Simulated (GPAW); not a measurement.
# Co3 Ru5 Co3 0001: which magnetic order is lowest

Aim: find out whether Co3 Ru5 Co3 0001 carries moments, and which collinear order costs least.

Method: PBE; plane waves with GPAW's PAW setups, scalar-relativistic, in GPAW 26.7.0.

This is a report of a sequence of runs, with most program output left out.

**1. The structure**

The cell holds 11 atoms: 6 Co and 5 Ru. Its edges and angles: a = 2.706 Å, b = 2.706 Å, c = 31.475 Å, α = 90.0°, β = 90.0°, γ = 120.0°. ideal sites on the substrate's mesh, layer spacings from atomic volumes, unrelaxed, 12 A of vacuum. Vacuum lies along c.

**2. Order 1, typed as ferro ++++++**

Parallel moments need no larger cell; this start tests for a ferromagnetic state only.

The input, order1.py:

```python
import json
import numpy as np
from ase import Atoms
from ase.parallel import paropen, parprint
from gpaw import GPAW

atoms = Atoms(['Co', 'Co', 'Co', 'Ru', 'Ru', 'Ru', 'Ru', 'Ru', 'Co', 'Co', 'Co'],
    cell=[[2.706, 0.0, 0.0],
         [-1.353, 2.343465, 0.0],
         [0.0, 0.0, 31.4751]],
    scaled_positions=[[0.0, 0.0, 0.190627],
         [0.333333, 0.666667, 0.246239],
         [0.0, 0.0, 0.301851],
         [0.333333, 0.666667, 0.363725],
         [0.0, 0.0, 0.431863],
         [0.333333, 0.666667, 0.5],
         [0.0, 0.0, 0.568137],
         [0.333333, 0.666667, 0.636275],
         [0.0, 0.0, 0.698149],
         [0.333333, 0.666667, 0.753761],
         [0.0, 0.0, 0.809373]],
    pbc=True,
    magmoms=[1.8, 1.8, 1.8, 0.0, 0.0, 0.0, 0.0, 0.0, 1.8, 1.8, 1.8])
atoms.calc = GPAW(mode={'name': 'pw', 'ecut': 450},
    xc='PBE',
    kpts={'size': (20, 20, 1), 'gamma': True},
    occupations={'name': 'fermi-dirac', 'width': 0.05},
    convergence={'density': 1e-05, 'energy': 1e-05},
    maxiter=250,
    mixer={'name': 'pulay', 'beta': 0.03, 'nmaxold': 8, 'weight': 100},
    symmetry={'tolerance': 1e-4},
    txt='order1.txt')
e = atoms.get_potential_energy(force_consistent=True)
res = {'free_energy': e, 'energy_sigma0': atoms.get_potential_energy(), 'fermi_energy': atoms.calc.get_fermi_level()}
res['moments'] = atoms.get_magnetic_moments().tolist()
res['total'] = atoms.get_magnetic_moment()
parprint('site moments (muB):', np.round(res['moments'], 3))
parprint(f"total moment: {res['total']:.3f} muB")
parprint(f'free energy: {e:.6f} eV')
atoms.calc.write('order1.gpw')
with paropen('results.json', 'w') as f:
    json.dump(res, f)
```

Launch:

```bash
$ OMP_NUM_THREADS=1 mpirun -n 4 gpaw python order1.py > order1.log
```

Run time: 15 min. Hardware: 4 MPI ranks of Arm Neoverse V1, shared host; peak memory 1.6 GiB.

Spin moment in the augmentation sphere by atom:

| atom | spin moment in the augmentation sphere (μB) |
| --- | --- |
| Co1 | 1.83 |
| Co2 | 1.71 |
| Co3 | 1.33 |
| Ru4 | -0.02 |
| Ru5 | -0.04 |
| Ru6 | 0.02 |
| Ru7 | -0.04 |
| Ru8 | -0.02 |
| Co9 | 1.33 |
| Co10 | 1.71 |
| Co11 | 1.83 |

Read from the output:

| Property | Result |
| --- | --- |
| magnetization | 9.400 μB |
| final state | ferromagnetic |

After 56 cycles the largest moment stands at 1.83 μB.

**3. Start 2: antiferro +++---**

Another pattern of signs weighs the neighbour shells otherwise.

order2.py is the script of step 2 with these lines changed:

```diff
@@ -22,3 +22,3 @@
     pbc=True,
-    magmoms=[1.8, 1.8, 1.8, 0.0, 0.0, 0.0, 0.0, 0.0, 1.8, 1.8, 1.8])
+    magmoms=[1.8, 1.8, 1.8, 0.0, 0.0, 0.0, 0.0, 0.0, -1.8, -1.8, -1.8])
 atoms.calc = GPAW(mode={'name': 'pw', 'ecut': 450},
@@ -31,3 +31,3 @@
     symmetry={'tolerance': 1e-4},
-    txt='order1.txt')
+    txt='order2.txt')
 e = atoms.get_potential_energy(force_consistent=True)
@@ -39,3 +39,3 @@
 parprint(f'free energy: {e:.6f} eV')
-atoms.calc.write('order1.gpw')
+atoms.calc.write('order2.gpw')
 with paropen('results.json', 'w') as f:
```

Launch:

```bash
$ OMP_NUM_THREADS=1 mpirun -n 4 gpaw python order2.py > order2.log
```

Run time: 17 min. Hardware: 4 MPI ranks; peak memory 1.6 GiB.

Spin moment in the augmentation sphere by atom:

| atom | spin moment in the augmentation sphere (μB) |
| --- | --- |
| Co1 | 1.83 |
| Co2 | 1.72 |
| Co3 | 1.35 |
| Ru4 | 0.00 |
| Ru5 | -0.04 |
| Ru6 | 0.00 |
| Ru7 | 0.04 |
| Ru8 | 0.00 |
| Co9 | -1.35 |
| Co10 | -1.72 |
| Co11 | -1.83 |

Numbers from this step:

| Quantity | Value |
| --- | --- |
| magnetization | 0 μB |
| final state | antiferromagnetic |

It lies 0.517 meV a seeded atom under the first start, and its largest moment is 1.83 μB against 1.83 μB.

**4. Run 3 (no spin polarisation)**

A run without seeds gives the energy of the state without moments.

nospin.py is the script of step 3 with these lines changed:

```diff
@@ -21,4 +21,3 @@
          [0.0, 0.0, 0.809373]],
-    pbc=True,
-    magmoms=[1.8, 1.8, 1.8, 0.0, 0.0, 0.0, 0.0, 0.0, -1.8, -1.8, -1.8])
+    pbc=True)
 atoms.calc = GPAW(mode={'name': 'pw', 'ecut': 450},
@@ -31,11 +30,7 @@
     symmetry={'tolerance': 1e-4},
-    txt='order2.txt')
+    txt='nospin.txt')
 e = atoms.get_potential_energy(force_consistent=True)
 res = {'free_energy': e, 'energy_sigma0': atoms.get_potential_energy(), 'fermi_energy': atoms.calc.get_fermi_level()}
-res['moments'] = atoms.get_magnetic_moments().tolist()
-res['total'] = atoms.get_magnetic_moment()
-parprint('site moments (muB):', np.round(res['moments'], 3))
-parprint(f"total moment: {res['total']:.3f} muB")
 parprint(f'free energy: {e:.6f} eV')
-atoms.calc.write('order2.gpw')
+atoms.calc.write('nospin.gpw')
 with paropen('results.json', 'w') as f:
```

Launch:

```bash
$ OMP_NUM_THREADS=1 mpirun -n 4 gpaw python nospin.py > nospin.log
```

Elapsed: 5.4 min, on 4 MPI ranks; peak memory 1.2 GiB; 21 min of CPU time.

Read from the output:

```yaml
final_state: non-magnetic (no spin polarisation)
```

It lies 249 meV a seeded atom over the first start.

**5. Energies of the orders**

These are free energies at a smearing of 0.05 eV, so its entropy term is in the differences. They are divided by the number of seeded atoms, so that cells of unlike size compare.

Orders:

| start | final state | typed order kept | energy over the lowest (meV a seeded atom) | largest site moment (μB) | net moment (μB a primitive cell) | mesh matched | CPU time (s) |
| --- | --- | --- | --- | --- | --- | --- | --- |
| ferro ++++++ | ferromagnetic | yes | 0.5165 | 1.826 | 9.4 | yes | 3608 |
| antiferro +++--- | antiferromagnetic | yes | 0 | 1.828 | 0 | yes | 4061 |
| no spin polarisation | non-magnetic | - | 249.6 | 0 | 0 | yes | 1284 |

**6. What came out**

```
lowest state found                 : antiferromagnetic (typed antiferro +++---)
largest site moment                : 1.83 μB
next state                         : ferromagnetic, 0.517 meV a seeded atom higher
energy gained by spin polarisation : 250 meV a seeded atom
```

What this shows: The lowest state found is antiferromagnetic, reached from the start antiferro +++---, with moments up to 1.83 μB. The two lowest states lie so close that the mesh, the functional or spin–orbit coupling could swap them. This is the lowest of 3 finished starts, no proof of the ground state.

[Logs and program files are shortened in this print: banners, set-up blocks, solver, clock and traceback lines can be left out without a mark of their own.]

[Logs are printed without paths, hosts, clocks, repeated set-up lines and the standing remarks that a program may print on its own settings, such as how far it seeks lower states.]

[Hosts, paths, dates, database ids (printed as entryN), source tags and the programs' standing remarks are cut or masked in the printed files.]

[Where a cell is said to come from a database of computed structures, the database is the Materials Project.]
